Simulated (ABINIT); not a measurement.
# Beyond one shot: LiH (Fm-3m), part 3 of 5

Aim: iterate the self-energy on LiH (Fm-3m) and follow the gap from cycle to cycle.

ABINIT 10.8.3; PBE and many-body steps on it, plane waves. Known limits of the many-body steps: not at the basis limit.

So far. Step 11 (Self-consistent COHSEX, cycle 3): Against the cycle before, the gap moves by +0.328 eV.

The database entry behind the starting cell differs from later determinations by our own check (the deuteride, about 0.2 % short), so it need not match the best structure at ambient conditions.

## (13) Screening, 6×6×6 mesh, 79 bands, screening to 217.7 eV

This step: RPA screening on PBE from quasiparticle energies and orbitals, plane waves, norm-conserving pseudopotentials.

Contents of run.abi:

```
acell 3*1.0 Angstrom
rprim 
  0.000000000000 2.036750000000 2.036750000000
  2.036750000000 -0.000000000000 2.036750000000
  2.036750000000 2.036750000000 -0.000000000000
ntypat 2
znucl 3 1
natom 2
typat 1 2
xred 
  0.000000000000 0.000000000000 0.000000000000
  0.500000000000 0.500000000000 0.500000000000
pp_dirpath "pseudos"
pseudos "Li.upf, H.upf"
ecut 33
ngkpt 6 6 6
nshiftk 1
shiftk 0 0 0
kptopt 1
chksymbreak 0
istwfk *1
occopt 1
irdwfk 1
optdriver 3
nband 79
ecuteps 8
inclvkb 2
awtr 1
symchi 1
gwcalctyp 27
nfreqre 1
nfreqim 0
irdqps 1
nqptdm 15
qptdm 
  0.1666666667 0.0000000000 0.0000000000
  0.3333333333 0.0000000000 0.0000000000
  0.5000000000 0.0000000000 0.0000000000
  0.1666666667 0.1666666667 0.0000000000
  0.3333333333 0.1666666667 0.0000000000
  0.5000000000 0.1666666667 0.0000000000
  -0.3333333333 0.1666666667 0.0000000000
  -0.1666666667 0.1666666667 0.0000000000
  0.3333333333 0.3333333333 0.0000000000
  0.5000000000 0.3333333333 0.0000000000
  -0.3333333333 0.3333333333 0.0000000000
  0.5000000000 0.5000000000 0.0000000000
  0.5000000000 0.3333333333 0.1666666667
  -0.3333333333 0.3333333333 0.1666666667
  -0.3333333333 0.5000000000 0.1666666667
indata_prefix "in"
outdata_prefix "out"
tmpdata_prefix "tmp"
```

Contents of mrgscr.stdin:

```
2
merged
q0_SCR
out_SCR
1
```

Command:

```
> OMP_NUM_THREADS=1 mpirun -n 4 abinit run.abi > log; mrgscr < mrgscr.stdin
```

The log of the run:

```text
.Version 10.8.3 of ABINIT. v10.8.2 released Aug 2026.

 Symmetries : space group Fm -3 m (#225); Bravais cF (face-center cubic)
[... echo of the input left out ...]
== DATASET  1 ==================================================================
-   mpi_nproc: 4, omp_nthreads: 1 (-1 if OMP is not activated)

--- !DatasetInfo
iteration_state: {dtset: 1, }
dimensions: {natom: 2, nkpt: 16, mband: 79, nsppol: 1, nspinor: 1, nspden: 1, mpw: 1056, }
cutoff_energies: {ecut:  33.0, pawecutdg:  -1.0, }
[...]
q-point number  1        q = ( 0.166667, 0.000000, 0.000000) [r.l.u.]
--------------------------------------------------------------------------------
[... chi0 elements left out ...]
  Average fulfillment of the sum rule on Im[epsilon] for q-point    2 :    127.39  [%]

--------------------------------------------------------------------------------
  q-point number  2        q = ( 0.333333, 0.000000, 0.000000) [r.l.u.]
--------------------------------------------------------------------------------
[... chi0 elements left out ...]
  Average fulfillment of the sum rule on Im[epsilon] for q-point    3 :    119.37  [%]

 [... 13 further q-points ...]
```

It took 16 s on 4 MPI ranks of Arm Neoverse V1, shared host; peak memory 0.61 GiB.

Numbers from this step:

| Quantity | Value |
| --- | --- |
| plasma frequency | 18.07 eV |
| plane waves in the screening matrix | 137 |

This screening reads the quasiparticle levels of the cycle before.

## (14) Self-consistent COHSEX, cycle 4

This step: self-consistent COHSEX on PBE, plane waves, norm-conserving pseudopotentials.

Edit run.abi of step 13 so:

```diff
@@ -23,14 +23,10 @@
 irdwfk 1
-optdriver 3
+optdriver 4
 nband 79
-ecuteps 8
-inclvkb 2
-awtr 1
-symchi 1
 gwcalctyp 27
-nfreqre 1
-nfreqim 0
-irdqps 1
-nqptdm 15
-qptdm 
+ecutsigx 33
+symsigma 0
+nkptgw 16
+kptgw 
+  0.0000000000 0.0000000000 0.0000000000
   0.1666666667 0.0000000000 0.0000000000
@@ -50,2 +46,23 @@
   -0.3333333333 0.5000000000 0.1666666667
+bdgw 
+  1 28
+  1 28
+  1 28
+  1 28
+  1 28
+  1 28
+  1 28
+  1 28
+  1 28
+  1 28
+  1 28
+  1 28
+  1 28
+  1 28
+  1 28
+  1 28
+ecuteps 8
+irdscr 1
+irdqps 1
+rhoqpmix 0.3
 indata_prefix "in"
```

Command:

```
> OMP_NUM_THREADS=1 mpirun -n 4 abinit run.abi > log
```

The log of the run:

```text
.Version 10.8.3 of ABINIT. v10.8.2 released Aug 2026.

 Symmetries : space group Fm -3 m (#225); Bravais cF (face-center cubic)
[... echo of the input left out ...]
== DATASET  1 ==================================================================
-   mpi_nproc: 4, omp_nthreads: 1 (-1 if OMP is not activated)

--- !DatasetInfo
iteration_state: {dtset: 1, }
dimensions: {natom: 2, nkpt: 16, mband: 79, nsppol: 1, nspinor: 1, nspden: 1, mpw: 1056, }
cutoff_energies: {ecut:  33.0, pawecutdg:  -1.0, }
[...]
.  kptgw no:  3; Maximum DeltaE = (   0.107  -0.000) for band index:  4
[...]
.  kptgw no: 15; Maximum DeltaE = (   0.093  -0.000) for band index: 10
.  kptgw no: 16; Maximum DeltaE = (   0.112   0.000) for band index: 25

== END DATASET(S) ==============================================================
================================================================================

 -outvars: echo values of variables after computation  --------
           etotal      0.0000000000E+00
            nband          79
             nkpt          16
          spgroup         225
 [... the other variables as echoed above ...]

 Calculation completed.
```

The job ended after 3.4 min (4 MPI ranks; peak memory 1.2 GiB; 14 min of CPU time).

Numbers from this step:

```
quasiparticle gap on the mesh                         : 8.123 eV
gap of the density functional on the mesh             : 3.022 eV
k of the valence top                                  : -0.3333, 0.5, 0.1667
k of the conduction bottom                            : 0.5, 0.5, 0
least direct quasiparticle gap on the computed points : 8.16 eV
```

Against the cycle before, the gap moves by +0.016 eV.

## (15) Screening, 6×6×6 mesh, 79 bands, screening to 217.7 eV

This step: RPA screening on PBE, plane waves, norm-conserving pseudopotentials.

Contents of run.abi:

```
acell 3*1.0 Angstrom
rprim 
  0.000000000000 2.036750000000 2.036750000000
  2.036750000000 -0.000000000000 2.036750000000
  2.036750000000 2.036750000000 -0.000000000000
ntypat 2
znucl 3 1
natom 2
typat 1 2
xred 
  0.000000000000 0.000000000000 0.000000000000
  0.500000000000 0.500000000000 0.500000000000
pp_dirpath "pseudos"
pseudos "Li.upf, H.upf"
ecut 33
ngkpt 6 6 6
nshiftk 1
shiftk 0 0 0
kptopt 1
chksymbreak 0
istwfk *1
occopt 1
irdwfk 1
optdriver 3
nband 79
ecuteps 8
inclvkb 2
awtr 1
symchi 1
gwcalctyp 27
nfreqre 1
nfreqim 0
mbpt_sciss 5.748 eV
nqptdm 1
qptdm 
  0 0 0
indata_prefix "in"
outdata_prefix "out"
tmpdata_prefix "tmp"
```

The log of the run:

```text
.Version 10.8.3 of ABINIT. v10.8.2 released Aug 2026.

 Symmetries : space group Fm -3 m (#225); Bravais cF (face-center cubic)
[... echo of the input left out ...]
== DATASET  1 ==================================================================
-   mpi_nproc: 4, omp_nthreads: 1 (-1 if OMP is not activated)

--- !DatasetInfo
iteration_state: {dtset: 1, }
dimensions: {natom: 2, nkpt: 16, mband: 79, nsppol: 1, nspinor: 1, nspden: 1, mpw: 1056, }
cutoff_energies: {ecut:  33.0, pawecutdg:  -1.0, }
[...]
[... chi0 elements left out ...]
 For q-point:  0.000010 0.000020 0.000030
  dielectric constant =   2.6344
  dielectric constant without local fields =   2.7744

  Average fulfillment of the sum rule on Im[epsilon] for q-point    1 :     99.56  [%]
[... wings left out ...]
== END DATASET(S) ==============================================================
================================================================================

 -outvars: echo values of variables after computation  --------
           etotal      0.0000000000E+00
            nband          79
             nkpt          16
          spgroup         225
 [... the other variables as echoed above ...]

 Calculation completed.
```

Run time: 2 s. Hardware: 4 MPI ranks; peak memory 0.16 GiB; 7.8 s of CPU time.

Numbers from this step:

| Item | Value |
| --- | --- |
| ε∞ with local fields, on this mesh, along the program's q direction | 2.634 |
| the same without local fields | 2.774 |
| plasma frequency | 18.07 eV |
| plane waves in the screening matrix | 137 |

This screening uses the functional's bands under a rigid shift, the mean opening of the cycle before.

## (16) Screening, 6×6×6 mesh, 79 bands, screening to 217.7 eV

This step: RPA screening on PBE from quasiparticle energies and orbitals, plane waves, norm-conserving pseudopotentials.

Edit run.abi of step 15 so:

```diff
@@ -32,6 +32,20 @@
 nfreqim 0
-mbpt_sciss 5.748 eV
-nqptdm 1
+irdqps 1
+nqptdm 15
 qptdm 
-  0 0 0
+  0.1666666667 0.0000000000 0.0000000000
+  0.3333333333 0.0000000000 0.0000000000
+  0.5000000000 0.0000000000 0.0000000000
+  0.1666666667 0.1666666667 0.0000000000
+  0.3333333333 0.1666666667 0.0000000000
+  0.5000000000 0.1666666667 0.0000000000
+  -0.3333333333 0.1666666667 0.0000000000
+  -0.1666666667 0.1666666667 0.0000000000
+  0.3333333333 0.3333333333 0.0000000000
+  0.5000000000 0.3333333333 0.0000000000
+  -0.3333333333 0.3333333333 0.0000000000
+  0.5000000000 0.5000000000 0.0000000000
+  0.5000000000 0.3333333333 0.1666666667
+  -0.3333333333 0.3333333333 0.1666666667
+  -0.3333333333 0.5000000000 0.1666666667
 indata_prefix "in"
```

mrgscr.stdin is that of step 13.

Command:

```
> OMP_NUM_THREADS=1 mpirun -n 4 abinit run.abi > log; mrgscr < mrgscr.stdin
```

The log of the run:

```text
.Version 10.8.3 of ABINIT. v10.8.2 released Aug 2026.

 Symmetries : space group Fm -3 m (#225); Bravais cF (face-center cubic)
[... echo of the input left out ...]
== DATASET  1 ==================================================================
-   mpi_nproc: 4, omp_nthreads: 1 (-1 if OMP is not activated)

--- !DatasetInfo
iteration_state: {dtset: 1, }
dimensions: {natom: 2, nkpt: 16, mband: 79, nsppol: 1, nspinor: 1, nspden: 1, mpw: 1056, }
cutoff_energies: {ecut:  33.0, pawecutdg:  -1.0, }
[...]
q-point number  1        q = ( 0.166667, 0.000000, 0.000000) [r.l.u.]
--------------------------------------------------------------------------------
[... chi0 elements left out ...]
  Average fulfillment of the sum rule on Im[epsilon] for q-point    2 :    127.68  [%]

--------------------------------------------------------------------------------
  q-point number  2        q = ( 0.333333, 0.000000, 0.000000) [r.l.u.]
--------------------------------------------------------------------------------
[... chi0 elements left out ...]
  Average fulfillment of the sum rule on Im[epsilon] for q-point    3 :    119.63  [%]

 [... 13 further q-points ...]
```

The job ended after 16 s (4 MPI ranks; peak memory 0.61 GiB; 64 s of CPU time).

This step gave:

- plasma frequency: 18.07 eV
- plane waves in the screening matrix: 137

This screening reads the quasiparticle levels of the cycle before.

## (17) Self-consistent COHSEX, cycle 5

This step: self-consistent COHSEX on PBE, plane waves, norm-conserving pseudopotentials.

Edit run.abi of step 16 so:

```diff
@@ -23,14 +23,10 @@
 irdwfk 1
-optdriver 3
+optdriver 4
 nband 79
-ecuteps 8
-inclvkb 2
-awtr 1
-symchi 1
 gwcalctyp 27
-nfreqre 1
-nfreqim 0
-irdqps 1
-nqptdm 15
-qptdm 
+ecutsigx 33
+symsigma 0
+nkptgw 16
+kptgw 
+  0.0000000000 0.0000000000 0.0000000000
   0.1666666667 0.0000000000 0.0000000000
@@ -50,2 +46,23 @@
   -0.3333333333 0.5000000000 0.1666666667
+bdgw 
+  1 28
+  1 28
+  1 28
+  1 28
+  1 28
+  1 28
+  1 28
+  1 28
+  1 28
+  1 28
+  1 28
+  1 28
+  1 28
+  1 28
+  1 28
+  1 28
+ecuteps 8
+irdscr 1
+irdqps 1
+rhoqpmix 0.3
 indata_prefix "in"
```

Command:

```
> OMP_NUM_THREADS=1 mpirun -n 4 abinit run.abi > log
```

The log of the run:

```text
.Version 10.8.3 of ABINIT. v10.8.2 released Aug 2026.

 Symmetries : space group Fm -3 m (#225); Bravais cF (face-center cubic)
[... echo of the input left out ...]
== DATASET  1 ==================================================================
-   mpi_nproc: 4, omp_nthreads: 1 (-1 if OMP is not activated)

--- !DatasetInfo
iteration_state: {dtset: 1, }
dimensions: {natom: 2, nkpt: 16, mband: 79, nsppol: 1, nspinor: 1, nspden: 1, mpw: 1056, }
cutoff_energies: {ecut:  33.0, pawecutdg:  -1.0, }
[...]
.  kptgw no:  3; Maximum DeltaE = (   0.045  -0.000) for band index:  2
[...]
.  kptgw no: 15; Maximum DeltaE = (   0.065  -0.000) for band index:  2
.  kptgw no: 16; Maximum DeltaE = (   0.075   0.000) for band index:  2

== END DATASET(S) ==============================================================
================================================================================

 -outvars: echo values of variables after computation  --------
           etotal      0.0000000000E+00
            nband          79
             nkpt          16
          spgroup         225
 [... the other variables as echoed above ...]

 Calculation completed.
```

It took 3.4 min on 4 MPI ranks; peak memory 1.2 GiB; 13 min of CPU time.

This step gave:

```
quasiparticle gap on the mesh                         : 8.038 eV
gap of the density functional on the mesh             : 3.022 eV
k of the valence top                                  : -0.3333, 0.5, 0.1667
k of the conduction bottom                            : 0.5, 0.5, 0
least direct quasiparticle gap on the computed points : 8.073 eV
```

Against the cycle before, the gap moves by −0.085 eV.

## (18) Screening, 6×6×6 mesh, 79 bands, screening to 217.7 eV

This step: RPA screening on PBE, plane waves, norm-conserving pseudopotentials.

Contents of run.abi:

```
acell 3*1.0 Angstrom
rprim 
  0.000000000000 2.036750000000 2.036750000000
  2.036750000000 -0.000000000000 2.036750000000
  2.036750000000 2.036750000000 -0.000000000000
ntypat 2
znucl 3 1
natom 2
typat 1 2
xred 
  0.000000000000 0.000000000000 0.000000000000
  0.500000000000 0.500000000000 0.500000000000
pp_dirpath "pseudos"
pseudos "Li.upf, H.upf"
ecut 33
ngkpt 6 6 6
nshiftk 1
shiftk 0 0 0
kptopt 1
chksymbreak 0
istwfk *1
occopt 1
irdwfk 1
optdriver 3
nband 79
ecuteps 8
inclvkb 2
awtr 1
symchi 1
gwcalctyp 27
nfreqre 1
nfreqim 0
mbpt_sciss 5.705 eV
nqptdm 1
qptdm 
  0 0 0
indata_prefix "in"
outdata_prefix "out"
tmpdata_prefix "tmp"
```

The log of the run:

```text
.Version 10.8.3 of ABINIT. v10.8.2 released Aug 2026.

 Symmetries : space group Fm -3 m (#225); Bravais cF (face-center cubic)
[... echo of the input left out ...]
== DATASET  1 ==================================================================
-   mpi_nproc: 4, omp_nthreads: 1 (-1 if OMP is not activated)

--- !DatasetInfo
iteration_state: {dtset: 1, }
dimensions: {natom: 2, nkpt: 16, mband: 79, nsppol: 1, nspinor: 1, nspden: 1, mpw: 1056, }
cutoff_energies: {ecut:  33.0, pawecutdg:  -1.0, }
[...]
[... chi0 elements left out ...]
 For q-point:  0.000010 0.000020 0.000030
  dielectric constant =   2.6401
  dielectric constant without local fields =   2.7808

  Average fulfillment of the sum rule on Im[epsilon] for q-point    1 :     99.49  [%]
[... wings left out ...]
== END DATASET(S) ==============================================================
================================================================================

 -outvars: echo values of variables after computation  --------
           etotal      0.0000000000E+00
            nband          79
             nkpt          16
          spgroup         225
 [... the other variables as echoed above ...]

 Calculation completed.
```

Elapsed: 2 s, on 4 MPI ranks; peak memory 0.16 GiB; 7.7 s of CPU time.

This step gave:

```yaml
eps_infinity_with_local_fields_on_this_mesh_along_the_program_s_q_direction: 2.640
the_same_without_local_fields: 2.781
plasma_frequency: 18.07 eV
plane_waves_in_the_screening_matrix: 137
```

This screening uses the functional's bands under a rigid shift, the mean opening of the cycle before.

## (19) Screening, 6×6×6 mesh, 79 bands, screening to 217.7 eV

This step: RPA screening on PBE from quasiparticle energies and orbitals, plane waves, norm-conserving pseudopotentials.

Edit run.abi of step 18 so:

```diff
@@ -32,6 +32,20 @@
 nfreqim 0
-mbpt_sciss 5.705 eV
-nqptdm 1
+irdqps 1
+nqptdm 15
 qptdm 
-  0 0 0
+  0.1666666667 0.0000000000 0.0000000000
+  0.3333333333 0.0000000000 0.0000000000
+  0.5000000000 0.0000000000 0.0000000000
+  0.1666666667 0.1666666667 0.0000000000
+  0.3333333333 0.1666666667 0.0000000000
+  0.5000000000 0.1666666667 0.0000000000
+  -0.3333333333 0.1666666667 0.0000000000
+  -0.1666666667 0.1666666667 0.0000000000
+  0.3333333333 0.3333333333 0.0000000000
+  0.5000000000 0.3333333333 0.0000000000
+  -0.3333333333 0.3333333333 0.0000000000
+  0.5000000000 0.5000000000 0.0000000000
+  0.5000000000 0.3333333333 0.1666666667
+  -0.3333333333 0.3333333333 0.1666666667
+  -0.3333333333 0.5000000000 0.1666666667
 indata_prefix "in"
```

mrgscr.stdin is that of step 16.

Command:

```
> OMP_NUM_THREADS=1 mpirun -n 4 abinit run.abi > log; mrgscr < mrgscr.stdin
```

The log of the run:

```text
.Version 10.8.3 of ABINIT. v10.8.2 released Aug 2026.

 Symmetries : space group Fm -3 m (#225); Bravais cF (face-center cubic)
[... echo of the input left out ...]
== DATASET  1 ==================================================================
-   mpi_nproc: 4, omp_nthreads: 1 (-1 if OMP is not activated)

--- !DatasetInfo
iteration_state: {dtset: 1, }
dimensions: {natom: 2, nkpt: 16, mband: 79, nsppol: 1, nspinor: 1, nspden: 1, mpw: 1056, }
cutoff_energies: {ecut:  33.0, pawecutdg:  -1.0, }
[...]
q-point number  1        q = ( 0.166667, 0.000000, 0.000000) [r.l.u.]
--------------------------------------------------------------------------------
[... chi0 elements left out ...]
  Average fulfillment of the sum rule on Im[epsilon] for q-point    2 :    127.75  [%]

--------------------------------------------------------------------------------
  q-point number  2        q = ( 0.333333, 0.000000, 0.000000) [r.l.u.]
--------------------------------------------------------------------------------
[... chi0 elements left out ...]
  Average fulfillment of the sum rule on Im[epsilon] for q-point    3 :    119.68  [%]

 [... 13 further q-points ...]
```

Wall time 16 s (4 MPI ranks); peak memory 0.61 GiB.

Numbers from this step:

| Item | Value |
| --- | --- |
| plasma frequency | 18.07 eV |
| plane waves in the screening matrix | 137 |

This screening reads the quasiparticle levels of the cycle before.

## (20) Self-consistent COHSEX, cycle 6

This step: self-consistent COHSEX on PBE, plane waves, norm-conserving pseudopotentials.

Edit run.abi of step 19 so:

```diff
@@ -23,14 +23,10 @@
 irdwfk 1
-optdriver 3
+optdriver 4
 nband 79
-ecuteps 8
-inclvkb 2
-awtr 1
-symchi 1
 gwcalctyp 27
-nfreqre 1
-nfreqim 0
-irdqps 1
-nqptdm 15
-qptdm 
+ecutsigx 33
+symsigma 0
+nkptgw 16
+kptgw 
+  0.0000000000 0.0000000000 0.0000000000
   0.1666666667 0.0000000000 0.0000000000
@@ -50,2 +46,23 @@
   -0.3333333333 0.5000000000 0.1666666667
+bdgw 
+  1 28
+  1 28
+  1 28
+  1 28
+  1 28
+  1 28
+  1 28
+  1 28
+  1 28
+  1 28
+  1 28
+  1 28
+  1 28
+  1 28
+  1 28
+  1 28
+ecuteps 8
+irdscr 1
+irdqps 1
+rhoqpmix 0.3
 indata_prefix "in"
```

Command:

```
> OMP_NUM_THREADS=1 mpirun -n 4 abinit run.abi > log
```

The log of the run:

```text
.Version 10.8.3 of ABINIT. v10.8.2 released Aug 2026.

 Symmetries : space group Fm -3 m (#225); Bravais cF (face-center cubic)
[... echo of the input left out ...]
== DATASET  1 ==================================================================
-   mpi_nproc: 4, omp_nthreads: 1 (-1 if OMP is not activated)

--- !DatasetInfo
iteration_state: {dtset: 1, }
dimensions: {natom: 2, nkpt: 16, mband: 79, nsppol: 1, nspinor: 1, nspden: 1, mpw: 1056, }
cutoff_energies: {ecut:  33.0, pawecutdg:  -1.0, }
[...]
.  kptgw no:  3; Maximum DeltaE = (   0.039   0.000) for band index:  2
[...]
.  kptgw no: 15; Maximum DeltaE = (   0.054   0.000) for band index:  2
.  kptgw no: 16; Maximum DeltaE = (   0.064   0.000) for band index:  2

== END DATASET(S) ==============================================================
================================================================================

 -outvars: echo values of variables after computation  --------
           etotal      0.0000000000E+00
            nband          79
             nkpt          16
          spgroup         225
 [... the other variables as echoed above ...]

 Calculation completed.
```

Elapsed: 3.3 min, on 4 MPI ranks; peak memory 1.2 GiB; 13 min of CPU time.

Numbers from this step:

```
quasiparticle gap on the mesh                         : 7.942 eV
gap of the density functional on the mesh             : 3.022 eV
k of the valence top                                  : -0.3333, 0.5, 0.1667
k of the conduction bottom                            : 0.5, 0.5, 0
least direct quasiparticle gap on the computed points : 7.973 eV
```

Against the cycle before, the gap moves by −0.096 eV.

[end of part 3 of 5]

[Paths, hosts, dates, memory and timing lines, banners, echoed tables and standing remarks are left out of the program output.]

[Logs are printed without paths, hosts, clocks, repeated set-up lines and the standing remarks that a program may print on its own settings, such as how far it seeks lower states.]

[Runs of the session that timed out or met a known fault of the program may be left out.]

[Hosts, paths, dates, database ids (printed as entryN), source tags and the programs' standing remarks are cut or masked in the printed files.]

[G0W0 gaps are taken among the corrected bands and points alone; a level outside them can change the order at an edge.]

[Where Ansatz stands beside ABINIT at settings called matched, ABINIT's density can come from a denser mesh and the files from another edition; pairs whose starting gaps differed by over 0.03 eV were left out, so agreement reads better than it is.]
